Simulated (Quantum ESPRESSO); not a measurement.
# Au (Fm-3m) in Quantum ESPRESSO: a series of runs, part 3 of 4

Quantum ESPRESSO 7.5. The steps go on from the part before.

### Step 4. Phonons, LDA

File pw.in:

```
&CONTROL
  calculation = 'scf'
  prefix = 'pwscf'
  outdir = './tmp'
  pseudo_dir = './pseudo'
  tprnfor = .true.
  tstress = .true.
  disk_io = 'low'
/
&SYSTEM
  ibrav = 0
  nat = 1
  ntyp = 1
  ecutwfc = 45
  ecutrho = 360
  nbnd = 11
  occupations = 'smearing'
  smearing = 'mp'
  degauss = 0.00999582
/
&ELECTRONS
  conv_thr = 2d-10
  electron_maxstep = 120
  mixing_beta = 0.5
/
ATOMIC_SPECIES
Au   196.9666 au_lda_v1.uspp.F.UPF
CELL_PARAMETERS angstrom
   0.0000000000    2.0350000000    2.0350000000
   2.0350000000    0.0000000000    2.0350000000
   2.0350000000    2.0350000000    0.0000000000
ATOMIC_POSITIONS crystal
Au     0.0000000000    0.0000000000    0.0000000000
K_POINTS automatic
11 11 11 0 0 0
```

File relax.in:

```
&CONTROL
  calculation = 'vc-relax'
  prefix = 'pwscf'
  outdir = './tmp'
  pseudo_dir = './pseudo'
  tprnfor = .true.
  tstress = .true.
  disk_io = 'low'
  nstep = 40
  forc_conv_thr = 0.0001
  etot_conv_thr = 1d-06
/
&SYSTEM
  ibrav = 0
  nat = 1
  ntyp = 1
  ecutwfc = 45
  ecutrho = 360
  nbnd = 11
  occupations = 'smearing'
  smearing = 'mp'
  degauss = 0.00999582
/
&ELECTRONS
  conv_thr = 2d-10
  electron_maxstep = 120
  mixing_beta = 0.5
/
&IONS
  ion_dynamics = 'bfgs'
/
&CELL
  cell_dynamics = 'bfgs'
  press = 0
  press_conv_thr = 0.2
/
ATOMIC_SPECIES
Au   196.9666 au_lda_v1.uspp.F.UPF
CELL_PARAMETERS angstrom
   0.0000000000    2.0350000000    2.0350000000
   2.0350000000    0.0000000000    2.0350000000
   2.0350000000    2.0350000000    0.0000000000
ATOMIC_POSITIONS crystal
Au     0.0000000000    0.0000000000    0.0000000000
K_POINTS automatic
11 11 11 0 0 0
```

File scf2.in:

```
&CONTROL
  calculation = 'scf'
  prefix = 'pwscf'
  outdir = './tmp'
  pseudo_dir = './pseudo'
  tprnfor = .true.
  tstress = .true.
  disk_io = 'low'
/
&SYSTEM
  ibrav = 0
  nat = 1
  ntyp = 1
  ecutwfc = 45
  ecutrho = 360
  nbnd = 11
  occupations = 'smearing'
  smearing = 'mp'
  degauss = 0.00999582
/
&ELECTRONS
  conv_thr = 1d-13
  electron_maxstep = 120
  mixing_beta = 0.5
  startingpot = 'file'
  startingwfc = 'file'
/
ATOMIC_SPECIES
Au   196.9666 au_lda_v1.uspp.F.UPF
CELL_PARAMETERS angstrom
   0.0000000000    2.0224703564    2.0224703564
   2.0224703564    0.0000000000    2.0224703564
   2.0224703564    2.0224703564    0.0000000000
ATOMIC_POSITIONS crystal
Au     0.0000000000    0.0000000000    0.0000000000
K_POINTS automatic
11 11 11 0 0 0
```

File ph.in:

```
phonons of Au
&INPUTPH
  prefix = 'pwscf'
  outdir = './tmp'
  tr2_ph = 1d-16
  fildyn = 'dyn'
  niter_ph = 60
  alpha_mix(1) = 0.4
/
0.1767766953 0.7071067812 0.1767766953
```

Potentials or basis: GBRV 1.5 LDA.

The run is started by

```bash
$ OMP_NUM_THREADS=1 pw.x -in pw.in > pw.out
$ OMP_NUM_THREADS=1 pw.x -in relax.in > relax.out
$ OMP_NUM_THREADS=1 pw.x -in scf2.in > scf2.out
$ OMP_NUM_THREADS=1 ph.x -in ph.in > ph.out
```

pw.out:

```text
This program is part of the open-source Quantum ESPRESSO suite
     for quantum simulation of materials; please cite
[... 9 lines left out ...]
     --------------------
     sticks:   dense  smooth     PW     G-vecs:    dense   smooth      PW
     Sum         745     367    121                13323     4645     893

     Using Slab Decomposition

     bravais-lattice index     =            0
     lattice parameter (alat)  =       5.4385  a.u.
     unit-cell volume          =     113.7417 (a.u.)^3
     number of atoms/cell      =            1
     number of atomic types    =            1
     number of electrons       =        11.00
     number of Kohn-Sham states=           11
     kinetic-energy cutoff     =      45.0000  Ry
     charge density cutoff     =     360.0000  Ry
     scf convergence threshold =      2.0E-10
     mixing beta               =       0.5000
     number of iterations used =            8  plain     mixing
     Exchange-correlation= SLA  PZ   NOGX NOGC
                           (   1   1   0   0   0   0   0)

     celldm(1)=   5.438489  celldm(2)=   0.000000  celldm(3)=   0.000000
     celldm(4)=   0.000000  celldm(5)=   0.000000  celldm(6)=   0.000000

     crystal axes: (cart. coord. in units of alat)
               a(1) = (   0.000000   0.707107   0.707107 )
               a(2) = (   0.707107   0.000000   0.707107 )
               a(3) = (   0.707107   0.707107   0.000000 )

     reciprocal axes: (cart. coord. in units 2 pi/alat)
               b(1) = ( -0.707107  0.707107  0.707107 )
               b(2) = (  0.707107 -0.707107  0.707107 )
[... 96 lines left out ...]
     Self-consistent Calculation

     iteration #  1     ecut=    45.00 Ry     beta= 0.50
     Davidson diagonalization with overlap
     ethr =  1.00E-02,  avg # of iterations =  5.2

     Threshold (ethr) on eigenvalues was too large:
     Diagonalizing with lowered threshold

     Davidson diagonalization with overlap
     ethr =  6.73E-04,  avg # of iterations =  1.2

     total energy              =    -114.89719967 Ry
     estimated scf accuracy    <       0.07313277 Ry
[... 12 lines left out ...]
     total energy              =    -114.91767498 Ry
     estimated scf accuracy    <       0.00029876 Ry

     iteration #  4     ecut=    45.00 Ry     beta= 0.50
     Davidson diagonalization with overlap
     c_bands:  1 eigenvalues not converged
     ethr =  2.72E-06,  avg # of iterations =  8.0

     total energy              =    -114.91770797 Ry
     estimated scf accuracy    <       0.00002041 Ry

     iteration #  5     ecut=    45.00 Ry     beta= 0.50
     Davidson diagonalization with overlap
     ethr =  1.86E-07,  avg # of iterations =  2.0
[... 18 lines left out ...]
     iteration #  8     ecut=    45.00 Ry     beta= 0.50
     Davidson diagonalization with overlap
     ethr =  1.86E-11,  avg # of iterations =  2.0

     End of self-consistent calculation

          k = 0.0000 0.0000 0.0000 (   561 PWs)   bands (ev):

     5.4337  10.7475  10.7475  10.7475  12.3077  12.3077  30.0879  34.1097
    34.1097  34.1097  36.9559
[... 273 lines left out ...]
     9.4388   9.9698  10.5581  12.1881  13.7644  19.6552  21.4032  22.3848
    25.6084  36.7454  36.9533

     the Fermi energy is    15.4657 ev

!    total energy              =    -114.91771241 Ry
     estimated scf accuracy    <          3.6E-12 Ry
     smearing contrib. (-TS)   =       0.00005266 Ry
     internal energy E=F+TS    =    -114.91776506 Ry

     The total energy is F=E-TS. E is the sum of the following terms:
     one-electron contribution =      11.07424740 Ry
     hartree contribution      =       8.26023815 Ry
     xc contribution           =     -62.12184582 Ry
     ewald contribution        =     -72.13040479 Ry

     convergence has been achieved in   8 iterations

     Forces acting on atoms (cartesian axes, Ry/au):

     atom    1 type  1   force =     0.00000000    0.00000000    0.00000000

     Total force =     0.000000     Total SCF correction =     0.000000

     Computing stress (Cartesian axis) and pressure

          total   stress  (Ry/bohr**3)                   (kbar)     P=      -34.62
  -0.00023531  -0.00000000  -0.00000000          -34.62       -0.00       -0.00
  -0.00000000  -0.00023531  -0.00000000           -0.00      -34.62       -0.00
  -0.00000000  -0.00000000  -0.00023531           -0.00       -0.00      -34.62

=------------------------------------------------------------------------------=
   JOB DONE.
=------------------------------------------------------------------------------=
```

relax.out:

```text
This program is part of the open-source Quantum ESPRESSO suite
     for quantum simulation of materials; please cite
[... 9 lines left out ...]
     --------------------
     sticks:   dense  smooth     PW     G-vecs:    dense   smooth      PW
     Sum         745     367    121                13323     4645     893
[... 2187 lines left out ...]
   0.00000012  -0.00000000  -0.00000000            0.02       -0.00       -0.00
  -0.00000000   0.00000012   0.00000000           -0.00        0.02        0.00
  -0.00000000   0.00000000   0.00000012           -0.00        0.00        0.02

=------------------------------------------------------------------------------=
   JOB DONE.
=------------------------------------------------------------------------------=
```

It took 4 min on 1 thread of Intel Xeon Platinum 8488C (Sapphire Rapids), shared host; peak memory 0.13 GiB.

Results:

* Free energy: -1563.5382 eV
* Relaxed volume: 16.55 Å³/atom
* Relaxed cell: a = 2.860 Å, b = 2.860 Å, c = 2.860 Å, α = 60.00°, β = 60.00°, γ = 60.00°
* Space group after relaxing (to 0.05 Å): Fm-3m (No. 225)
* Pressure after relaxing: 0.0 GPa
* Band gap on the k mesh: none (metal or under the smearing width)
* Highest phonon frequency at the q point run: 139 cm⁻¹

Step by step:
```csv
step,energy change (eV),largest force (eV/Å),pressure (GPa),volume (Å³)
1,0.0000,0.0000,-3.46,16.85
2,-0.0033,0.0000,-0.17,16.56
3,-0.0033,0.0000,0.02,16.54
4,-0.0033,0.0000,0.00,16.55
```

Final structure:
```
CELL_PARAMETERS angstrom
0.00000 2.02247 2.02247
2.02247 0.00000 2.02247
2.02247 2.02247 0.00000
ATOMIC_POSITIONS crystal
Au 0.00000 0.00000 0.00000
```

Levels at points of the mesh, in eV from the Fermi level:
```csv
k point,band 2,band 3,band 4,band 5,band 6,band 7,band 8,band 9,band 10,band 11
"(0.00, 0.00, 0.00)",-4.81,-4.81,-4.81,-3.20,-3.20,14.61,18.74,18.74,18.74,21.44
```

Phonon frequencies in cm⁻¹ (negative: imaginary):
```tsv
q point	frequencies
(0.625, 0.250, 0.625)	80 113 139
```

Phonon modes at q = (0.625, 0.250, 0.625) in reciprocal lattice units:
```tsv
mode	symmetry	cm⁻¹
1	B_1	80
2	A_1	113
3	B_2	139
```

Caveat: the q point doesn't lie on the k mesh, which can shift a metal's frequencies strongly unless the mesh is converged. Spin-orbit coupling is left out, which matters for the levels of Au.

### Step 5. Phonons, PBEsol

pw.in: that of step 4 with these lines changed.

```diff
@@ -17,3 +17,3 @@
   occupations = 'smearing'
-  smearing = 'mp'
+  smearing = 'mv'
   degauss = 0.00999582
@@ -26,3 +26,3 @@
 ATOMIC_SPECIES
-Au   196.9666 au_lda_v1.uspp.F.UPF
+Au   196.9666 au_pbesol_v1.uspp.F.UPF
 CELL_PARAMETERS angstrom
```

relax.in: that of step 4 with these lines changed.

```diff
@@ -20,3 +20,3 @@
   occupations = 'smearing'
-  smearing = 'mp'
+  smearing = 'mv'
   degauss = 0.00999582
@@ -37,3 +37,3 @@
 ATOMIC_SPECIES
-Au   196.9666 au_lda_v1.uspp.F.UPF
+Au   196.9666 au_pbesol_v1.uspp.F.UPF
 CELL_PARAMETERS angstrom
```

scf2.in: that of step 4 with these lines changed.

```diff
@@ -17,3 +17,3 @@
   occupations = 'smearing'
-  smearing = 'mp'
+  smearing = 'mv'
   degauss = 0.00999582
@@ -28,7 +28,7 @@
 ATOMIC_SPECIES
-Au   196.9666 au_lda_v1.uspp.F.UPF
+Au   196.9666 au_pbesol_v1.uspp.F.UPF
 CELL_PARAMETERS angstrom
-   0.0000000000    2.0224703564    2.0224703564
-   2.0224703564    0.0000000000    2.0224703564
-   2.0224703564    2.0224703564    0.0000000000
+   0.0000000000    2.0395639858    2.0395639858
+   2.0395639858    0.0000000000    2.0395639858
+   2.0395639858    2.0395639858    0.0000000000
 ATOMIC_POSITIONS crystal
```

ph.in: that of step 4 with these lines changed.

```diff
@@ -9,2 +9,2 @@
 /
-0.1767766953 0.7071067812 0.1767766953
+0.5303300859 0.5303300859 0.0000000000
```

Potentials or basis: GBRV 1.5 PBEsol.

The run is started by

```bash
$ OMP_NUM_THREADS=1 pw.x -in pw.in > pw.out
$ OMP_NUM_THREADS=1 pw.x -in relax.in > relax.out
$ OMP_NUM_THREADS=1 pw.x -in scf2.in > scf2.out
$ OMP_NUM_THREADS=1 ph.x -in ph.in > ph.out
```

pw.out:

```text
This program is part of the open-source Quantum ESPRESSO suite
     for quantum simulation of materials; please cite
[... 9 lines left out ...]
     --------------------
     sticks:   dense  smooth     PW     G-vecs:    dense   smooth      PW
     Sum         745     367    121                13323     4645     893

     Using Slab Decomposition

     bravais-lattice index     =            0
     lattice parameter (alat)  =       5.4385  a.u.
     unit-cell volume          =     113.7417 (a.u.)^3
     number of atoms/cell      =            1
     number of atomic types    =            1
     number of electrons       =        11.00
     number of Kohn-Sham states=           11
     kinetic-energy cutoff     =      45.0000  Ry
     charge density cutoff     =     360.0000  Ry
     scf convergence threshold =      2.0E-10
     mixing beta               =       0.5000
     number of iterations used =            8  plain     mixing
     Exchange-correlation= SLA  PW   PSX  PSC
                           (   1   4  10   8   0   0   0)

     celldm(1)=   5.438489  celldm(2)=   0.000000  celldm(3)=   0.000000
     celldm(4)=   0.000000  celldm(5)=   0.000000  celldm(6)=   0.000000

     crystal axes: (cart. coord. in units of alat)
               a(1) = (   0.000000   0.707107   0.707107 )
               a(2) = (   0.707107   0.000000   0.707107 )
               a(3) = (   0.707107   0.707107   0.000000 )

     reciprocal axes: (cart. coord. in units 2 pi/alat)
               b(1) = ( -0.707107  0.707107  0.707107 )
               b(2) = (  0.707107 -0.707107  0.707107 )
               b(3) = (  0.707107  0.707107 -0.707107 )

     PseudoPot. # 1 for Au read from file:
     au_pbesol_v1.uspp.F.UPF
     Pseudo is Ultrasoft + core correction, Zval = 11.0
     Generated by new atomic code, or converted to UPF format
     Using radial grid of  985 points,  7 beta functions with:
                l(1) =   0
                l(2) =   0
                l(3) =   1
                l(4) =   1
                l(5) =   2
                l(6) =   2
                l(7) =   3
     Q(r) pseudized with  6 coefficients,  rinner =    1.900   1.900   1.900
                                                       1.900   1.900   1.900
                                                       1.900

     atomic species   valence    mass     pseudopotential
     Au               11.00   196.96660     Au( 1.00)

     48 Sym. Ops., with inversion, found

   Cartesian axes

     site n.     atom                  positions (alat units)
         1        Au     tau(   1) = (   0.0000000   0.0000000   0.0000000  )

     number of k points=    56  Marzari-Vanderbilt smearing, width (Ry)=  0.0100
                       cart. coord. in units 2pi/alat
        k(    1) = (   0.0000000   0.0000000   0.0000000), wk =   0.0015026
        k(    2) = (   0.0642824   0.0642824  -0.0642824), wk =   0.0120210
        k(    3) = (   0.1285649   0.1285649  -0.1285649), wk =   0.0120210
        k(    4) = (   0.1928473   0.1928473  -0.1928473), wk =   0.0120210
        k(    5) = (   0.2571297   0.2571297  -0.2571297), wk =   0.0120210
        k(    6) = (   0.3214122   0.3214122  -0.3214122), wk =   0.0120210
[... 48 lines left out ...]
        k(   55) = (  -0.0642824  -0.4499770   0.7071068), wk =   0.0360631
        k(   56) = (   0.0000000  -0.3856946   0.6428243), wk =   0.0360631

     Dense  grid:    13323 G-vectors     FFT dimensions: (  36,  36,  36)

     Smooth grid:     4645 G-vectors     FFT dimensions: (  24,  24,  24)

     Initial potential from superposition of free atoms

     starting charge      10.9999, renormalised to      11.0000
     Starting wfcs are    9 randomized atomic wfcs +    2 random wfcs

     Self-consistent Calculation

     iteration #  1     ecut=    45.00 Ry     beta= 0.50
     Davidson diagonalization with overlap
     ethr =  1.00E-02,  avg # of iterations =  5.2

     Threshold (ethr) on eigenvalues was too large:
     Diagonalizing with lowered threshold

     Davidson diagonalization with overlap
     ethr =  6.79E-04,  avg # of iterations =  1.1

     total energy              =    -114.73117388 Ry
     estimated scf accuracy    <       0.07369813 Ry

     iteration #  2     ecut=    45.00 Ry     beta= 0.50
     Davidson diagonalization with overlap
     ethr =  6.70E-04,  avg # of iterations =  2.3
[... 4 lines left out ...]
     iteration #  3     ecut=    45.00 Ry     beta= 0.50
     Davidson diagonalization with overlap
     ethr =  4.62E-05,  avg # of iterations =  5.3

     total energy              =    -114.75082940 Ry
     estimated scf accuracy    <       0.00034634 Ry

     iteration #  4     ecut=    45.00 Ry     beta= 0.50
     Davidson diagonalization with overlap
     c_bands:  1 eigenvalues not converged
     ethr =  3.15E-06,  avg # of iterations =  6.7

     total energy              =    -114.75085366 Ry
     estimated scf accuracy    <       0.00001637 Ry

     iteration #  5     ecut=    45.00 Ry     beta= 0.50
     Davidson diagonalization with overlap
     ethr =  1.49E-07,  avg # of iterations =  2.3

     total energy              =    -114.75085820 Ry
     estimated scf accuracy    <       0.00000016 Ry
[... 12 lines left out ...]
     total energy              =    -114.75085831 Ry
     estimated scf accuracy    <          4.3E-10 Ry

     iteration #  8     ecut=    45.00 Ry     beta= 0.50
     Davidson diagonalization with overlap
     ethr =  3.88E-12,  avg # of iterations =  2.3

     End of self-consistent calculation

          k = 0.0000 0.0000 0.0000 (   561 PWs)   bands (ev):

     5.6437  10.9347  10.9347  10.9347  12.4871  12.4871  30.2208  34.2977
    34.2977  34.2977  36.4217

          k = 0.0643 0.0643-0.0643 (   573 PWs)   bands (ev):

     5.9321  10.8417  11.0314  11.0314  12.4455  12.4455  30.5474  32.6467
    34.6355  34.6355  36.4231
[... 263 lines left out ...]
     9.3991   9.7093  11.2725  12.6820  13.9450  18.9983  21.6819  23.7348
    25.5589  36.3617  36.4143

          k = 0.0000-0.3857 0.6428 (   589 PWs)   bands (ev):

     9.6153  10.1523  10.7402  12.3695  13.9414  19.9112  21.5933  22.5842
    25.7651  36.3545  36.4134

     the Fermi energy is    15.6496 ev

!    total energy              =    -114.75085831 Ry
     estimated scf accuracy    <          2.4E-12 Ry
     smearing contrib. (-TS)   =       0.00004081 Ry
     internal energy E=F+TS    =    -114.75089912 Ry

     The total energy is F=E-TS. E is the sum of the following terms:
     one-electron contribution =      11.08440434 Ry
     hartree contribution      =       8.28649039 Ry
     xc contribution           =     -61.99138906 Ry
     ewald contribution        =     -72.13040479 Ry

     convergence has been achieved in   8 iterations

     Forces acting on atoms (cartesian axes, Ry/au):

     atom    1 type  1   force =     0.00000000    0.00000000    0.00000000

     Total force =     0.000000     Total SCF correction =     0.000000

     Computing stress (Cartesian axis) and pressure

          total   stress  (Ry/bohr**3)                   (kbar)     P=       12.26
   0.00008332   0.00000000   0.00000000           12.26        0.00        0.00
   0.00000000   0.00008332   0.00000000            0.00       12.26        0.00
   0.00000000   0.00000000   0.00008332            0.00        0.00       12.26

=------------------------------------------------------------------------------=
   JOB DONE.
=------------------------------------------------------------------------------=
```

relax.out:

```text
This program is part of the open-source Quantum ESPRESSO suite
     for quantum simulation of materials; please cite
[... 9 lines left out ...]
     --------------------
     sticks:   dense  smooth     PW     G-vecs:    dense   smooth      PW
     Sum         745     367    121                13323     4645     893
[... 1801 lines left out ...]
   0.00000082   0.00000000  -0.00000000            0.12        0.00       -0.00
   0.00000000   0.00000082  -0.00000000            0.00        0.12       -0.00
  -0.00000000   0.00000000   0.00000082           -0.00        0.00        0.12

=------------------------------------------------------------------------------=
   JOB DONE.
=------------------------------------------------------------------------------=
```

Run time: 4.1 min. Hardware: 1 thread of Intel Xeon Platinum 8488C (Sapphire Rapids), shared host; peak memory 0.12 GiB.

Results:

```
Free energy                                 : -1561.2655 eV
Relaxed volume                              : 16.97 Å³/atom
Relaxed cell                                : a = 2.884 Å, b = 2.884 Å, c = 2.884 Å, α = 60.00°, β = 60.00°, γ = 60.00°
Space group after relaxing (to 0.05 Å)      : Fm-3m (No. 225)
Pressure after relaxing                     : 0.0 GPa
Band gap on the k mesh                      : none (metal or under the smearing width)
Highest phonon frequency at the q point run : 133 cm⁻¹
```

Step by step:
| step | energy change (eV) | largest force (eV/Å) | pressure (GPa) | volume (Å³) |
| --- | --- | --- | --- | --- |
| 1 | 0.0000 | 0.0000 | 1.23 | 16.85 |
| 2 | -0.0004 | 0.0000 | 0.09 | 16.96 |
| 3 | -0.0004 | 0.0000 | 0.01 | 16.97 |

Final structure:
```yaml
crystal:
  lattice:
    - [0.00000, 2.03956, 2.03956]
    - [2.03956, 0.00000, 2.03956]
    - [2.03956, 2.03956, 0.00000]
  atoms:
    - { symbol: Au, position: [0.00000, 0.00000, 0.00000] }
```

Phonon frequencies in cm⁻¹ (negative: imaginary):
| q point | frequencies |
| --- | --- |
| (0.375, 0.375, 0.750) | 77 109 133 |

Phonon modes at q = (0.375, 0.375, 0.750) in reciprocal lattice units:
| mode | symmetry | cm⁻¹ |
| --- | --- | --- |
| 1 | B_1 | 77 |
| 2 | A_1 | 109 |
| 3 | B_2 | 133 |

Caveat: the q point doesn't lie on the k mesh, which can shift a metal's frequencies strongly unless the mesh is converged. The run has no spin-orbit coupling, so splittings on Au are missing.

(Continued in part 4 of 4.)
